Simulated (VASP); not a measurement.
Set up this calculation in VASP 6.6.1, as the native input.

```
Task                   : single point
Functional             : PBE
Potentials or basis    : VASP PAW PBE potentials, release 64 (I, Cu)
Cutoff                 : 520 eV
k mesh                 : 7 × 7 × 4
Occupations            : fermi-dirac, width 0.05 eV
Spin                   : no spin polarisation
Further INCAR settings : ALGO = Normal; EDIFF = 1e-07; NBANDS = 26
```

The structure of CuI lies in POSCAR:

```
CuI
1.0
    4.0901961900      0.0000000000      0.0000000000
    0.0000000000      4.0901961900      0.0000000000
    0.0000000000      0.0000000000      6.5514580400
I Cu
2 2
Direct
    0.0000000000      0.5000000000      0.7430343600
    0.5000000000      0.0000000000      0.2569656400
    0.0000000000      0.0000000000      0.0000000000
    0.5000000000      0.5000000000      0.0000000000
```

Measurements of this composition are mostly on another form, of space group No. 216.

The input as run:

INCAR

```
PREC = Accurate ; ENCUT = 520
EDIFF = 1E-7 ; ISMEAR = -1
SIGMA = 0.05 ; LREAL = F
LASPH = T ; NELM = 80
ALGO = Normal ; ISIF = 2
LWAVE = F ; LCHARG = F
GGA = PE ; NBANDS = 26
```

KPOINTS

```
regular mesh
0
Gamma
  7 7 4
```

Potentials or basis: VASP PAW PBE potentials, release 64 (I, Cu).

The run is started by

```sh
$ cat potpaw_PBE.64/I/POTCAR potpaw_PBE.64/Cu/POTCAR > POTCAR
$ mpirun -np 1 vasp_std > vasp.out
```

It gave:

| Quantity | Value |
| --- | --- |
| Pressure | 1.4 GPa |
| Largest force | 0.154 eV/Å |
| Band gap on the k mesh | 1.62 eV, direct |

Caveat: spin-orbit coupling is left out, which moves the levels of the heavy elements; this functional lacks dispersion, which binds the layers, so the pressure and a relaxed spacing across them are unreliable.

Wall time 120 s on 1 thread of Intel(R) Xeon(R) Platinum 8488C (Sapphire Rapids), with other jobs on the host, peak memory 0.23 GiB.
